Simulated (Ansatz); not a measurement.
# Hf12HC12: the cost of one run

Computed with Ansatz 0.2.0 (DFT PBE, scalar-relativistic, plane waves, PAW, unless a step's input says otherwise).

3 further runs of the same task are left out: 3 set aside as unsound or not needed.

## (1) The system as given

Symmetry: P4mm, No. 99, tetragonal system. The conventional cell has a = 6.578 Å, b = 6.578 Å, c = 20.084 Å, α = 90.00°, β = 90.00°, γ = 90.00°. Around Hf (site symmetry m) lie 5 C at 2.26 to 2.33 Å. C (site symmetry 4mm) is surrounded by 5 Hf at 2.27 to 2.33 Å. Around C (site symmetry 2mm) lie 5 Hf at 2.27 to 2.33 Å. Around Hf (site symmetry 4mm) lie 6 C at 2.27 to 2.33 Å. Around Hf (site symmetry 2mm) lie 6 C at 2.27 to 2.33 Å. C (site symmetry m) is surrounded by 6 Hf at 2.24 to 2.33 Å. Only part of the 13 independent sites is listed.

Structure file:

```
Hf C H
1.0
     6.57821    0.00000    0.00000
     0.00000    6.57821    0.00000
     0.00000    0.00000   20.08413
Hf C H
12 12 1
Direct
  0.00000 0.00000 0.19916
  0.00000 0.50000 0.19916
  0.50000 0.00000 0.19916
  0.50000 0.50000 0.19916
  0.25000 0.25000 0.31195
  0.25000 0.75000 0.31195
  0.75000 0.25000 0.31195
  0.75000 0.75000 0.31195
  0.00000 0.00000 0.42315
  0.00000 0.50000 0.42315
  0.50000 0.00000 0.42315
  0.50000 0.50000 0.42315
  0.25000 0.25000 0.19916
  0.25000 0.75000 0.19916
  0.75000 0.25000 0.19916
  0.75000 0.75000 0.19916
  0.00000 0.00000 0.31153
  0.00000 0.50000 0.31153
  0.50000 0.00000 0.31153
  0.50000 0.50000 0.31153
  0.25000 0.25000 0.42741
  0.25000 0.75000 0.42741
  0.75000 0.25000 0.42741
  0.75000 0.75000 0.42741
  0.25000 0.25000 0.48118
```

This is the geometry of the first run shown, built on a cell relaxed beforehand with the same method.

## (2) The scan

Atoms count from 1 in the order of the input.

H is moved over the surface cell; relaxed at each place: the height of the adsorbate's atoms; substrate rigid; the origin of the map has the adsorbate above C21.

- position of H25 along the first surface vector, from above C21: 8 values from 0.000 to 0.875, periodic
- position of H25 along the second surface vector, from above C21: 8 values from 0.000 to 0.875, periodic

Relaxed at each point: the height of the adsorbate's atoms; substrate rigid. Points are written as (first, second).

The two vectors of the plane (Å): (3.289, 0.000, 0.000); (0.000, 3.289, 0.000).

## (3) Grid point (0/8, 0/8) of the map's two axes

Contents of input.yaml:

```yaml
crystal:
  lattice:
    - [6.5782051141, 0.0, 0.0]
    - [0.0, 6.5782051141, 0.0]
    - [0.0, 0.0, 20.0841322453]
  atoms:
    - { symbol: Hf, position: [0.0, 0.0, 0.1991622018] }
    - { symbol: Hf, position: [0.0, 0.5, 0.1991622018] }
    - { symbol: Hf, position: [0.5, 0.0, 0.1991622018] }
    - { symbol: Hf, position: [0.5, 0.5, 0.1991622018] }
    - { symbol: C, position: [0.25, 0.25, 0.1991622018] }
    - { symbol: C, position: [0.25, 0.75, 0.1991622018] }
    - { symbol: C, position: [0.75, 0.25, 0.1991622018] }
    - { symbol: C, position: [0.75, 0.75, 0.1991622018] }
    - { symbol: Hf, position: [0.25, 0.25, 0.3119533864] }
    - { symbol: Hf, position: [0.25, 0.75, 0.3119533864] }
    - { symbol: Hf, position: [0.75, 0.25, 0.3119533864] }
    - { symbol: Hf, position: [0.75, 0.75, 0.3119533864] }
    - { symbol: C, position: [0.0, 0.0, 0.3115316063] }
    - { symbol: C, position: [0.0, 0.5, 0.3115316063] }
    - { symbol: C, position: [0.5, 0.0, 0.3115316063] }
    - { symbol: C, position: [0.5, 0.5, 0.3115316063] }
    - { symbol: Hf, position: [0.0, 0.0, 0.4231522706] }
    - { symbol: Hf, position: [0.0, 0.5, 0.4231522706] }
    - { symbol: Hf, position: [0.5, 0.0, 0.4231522706] }
    - { symbol: Hf, position: [0.5, 0.5, 0.4231522706] }
    - { symbol: C, position: [0.25, 0.25, 0.4274086697] }
    - { symbol: C, position: [0.25, 0.75, 0.4274086697] }
    - { symbol: C, position: [0.75, 0.25, 0.4274086697] }
    - { symbol: C, position: [0.75, 0.75, 0.4274086697] }
    - { symbol: H, position: [0.25, 0.25, 0.4811824642] }
basis:
  ecutwfc: 420
kpoints:
  mp_grid: { grid: [4, 4, 1] }
hamiltonian:
  xc: pbe
scf:
  occupations: { method: gaussian, width: 0.1 }
output:
  forces: true
  eigenvalues: true
relax:
  adjacent_minimum: "off"
  f_tol: 0.025
  max_steps: 16
  constraints:
    - { sites: [0, 1, 2, 3, 4, 5, 6, 7, 8, 9, 10, 11, 12, 13, 14, 15, 16, 17, 18, 19, 20, 21, 22, 23] }
    - { sites: [24], fix: xy }
efield:
  axis: 3
  dipole_correction: true
  ramp_width: 0.04
```

Run with:

```console
ansatz run input.yaml --threads 4 --pin off --max-ram 12288MiB --backend cpu --events-out ev --progress --plain --runs-dir out
```

**Question.** How long does this run take on 4 threads of Intel Xeon Platinum 8259CL at 2.50GHz (Skylake/Cascade Lake), shared host, and how much memory does it need?

About 83 s, with a peak of 3.4 GiB.
